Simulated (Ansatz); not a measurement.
Abridged Ansatz (a quantum-chemistry and plane-wave program) output:

```
Pseudopotential: Ba, paw, valence charge 10
Pseudopotential: Sn, paw, valence charge 14
Pseudopotential: O, paw, valence charge 6
Crystal: 5 atoms, lattice volume = 70.029 Å³
Basis set: ecut = 420 eV, 1357 PW (Γ), exchange–correlation on 60×60×60 points (8 copies of the dense FFT grid, shifted against one another)
Bands: 26, of which v1, the nominal top of the filled ones, is band 21 counted from 1 (20 counted from 0)
Symmetry: 48 space group operations
k-points: 35 of 512
Functional: x = pbesol(κ = 0.804, μ = 0.12345679012345678), c = pbesol(β = 0.046)
SCF iter   1: F=—  HF=-13498.767561 eV  |F-HF|=—  |Δ(HF+E_count)|=         —  Δρ=1.57e-2  dr2=1.43e-1  ethr=1.77e-3  ⟨swp⟩=9.1  Hψ=5381  notcnv=0
SCF iter   2: F=—  HF=-13498.727368 eV  |F-HF|=—  |Δ(HF+E_count)|=   4.02e-2  Δρ=2.87e-3  dr2=2.38e-3  ethr=3.40e-4  ⟨swp⟩=2.7  Hψ=1784  notcnv=0  defer=32
SCF 1 converged in 8 iterations: F = -13498.726776 eV  dr2 = 6.21e-12
SCF converged after 8 iterations
Free energy (F): -13498.726776 eV
Internal energy: -13498.726772 eV  (E = F + TS)
E sigma→0 (E₀):  -13498.726774 eV
Entropy (-TS):   -0.000004 eV (-0.001 meV/atom)
Fermi energy:    10.556190 eV
--- Forces (eV/Å), atoms counted from 1 ---
  atom   1  Ba    -0.00000000     0.00000000     0.00000000
  atom   2  Sn     0.00000000     0.00000000    -0.00000000
  atom   3  O      0.00000000    -0.00000000    -0.00000000
  atom   4  O      0.00000000    -0.00000000     0.00000000
  atom   5  O     -0.00000000    -0.00000000     0.00000000
--- Stress (GPa, compression-positive) ---
        0.000308      -0.000000       0.000000
        0.000000       0.000308       0.000000
        0.000000       0.000000       0.000308
  P = ⅓ Tr σ = 0.0003 GPa (0.003 kbar)
```

Problem. What was computed, and what are the main results?

Solution. BaSnO3, 5 atoms in the cell, with PBEsol (Ansatz; PAW; 420 eV plane waves; no SOC). The last SCF converged to F = -13498.726776 eV, or -2699.7454 eV per atom, at a pressure of 0.00 GPa. The total energy compares only with runs of the same code, potentials and settings.

No phonon test of stability was made. The cell is BaSnO3 in the cubic perovskite structure (space group Pm-3m, No. 221).
